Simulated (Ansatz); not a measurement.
PbS:

```
Pb S
1.0
     2.07995   -5.99130    0.00000
     2.07995    5.99130    0.00000
     0.00000    0.00000    4.27932
Pb S
2 2
Direct
  0.13056 0.86944 0.25000
  0.86944 0.13056 0.75000
  0.35480 0.64520 0.25000
  0.64520 0.35480 0.75000
```

Measurements of this composition are mostly on another form, of space group No. 225.

Base run:

```yaml
Program: Ansatz 0.2.0
Functional: PBE
Potentials_or_basis: Ansatz PAW
Cutoff: 600 eV
Density_cutoff: 2400 eV
k_mesh: 7 × 7 × 6
Occupations: fermi-dirac, width 0.05 eV
Spin: no spin polarisation
```

Its results: band gap on the k mesh 1.25 eV, indirect (least direct gap 1.43 eV); pressure 1.1 GPa; largest force 0.101 eV/Å.

Problem. After a change of settings the same cell gave: band gap on the k mesh 1.16 eV, indirect (least direct gap 1.34 eV); pressure -1.9 GPa; largest force 0.034 eV/Å. Which change was it?
A. functional from PBE to PBEsol; cutoff from 600 eV to 420 eV (not typed: the program's choice for these potentials)
B. potentials or basis from Ansatz PAW to PseudoDojo standard (PBE files); cutoff from 600 eV to 850 eV; density cutoff from 2400 eV to 3400 eV
C. potentials or basis from Ansatz PAW to Ansatz PAW earlier set; cutoff from 600 eV to 700 eV; density cutoff from 2400 eV to 2800 eV; valence electrons from 40 to 56

Solution. A.

PBEsol binds more tightly than PBE, so the same cell stands under less pressure.

Caveats: spin-orbit coupling is left out, which as a rule narrows the gap of such compounds by several tenths of an eV; odd divisions of the mesh miss points on the zone boundary, where band edges often lie, so the gap on the mesh can be too wide (some runs); the k mesh misses the band edges, so the gap on the mesh is wider than the one along the path (some runs); the PAW data sets come from PBE, with cores solved anew for the run's functional, which leaves a small shift of forces and pressure (some runs).
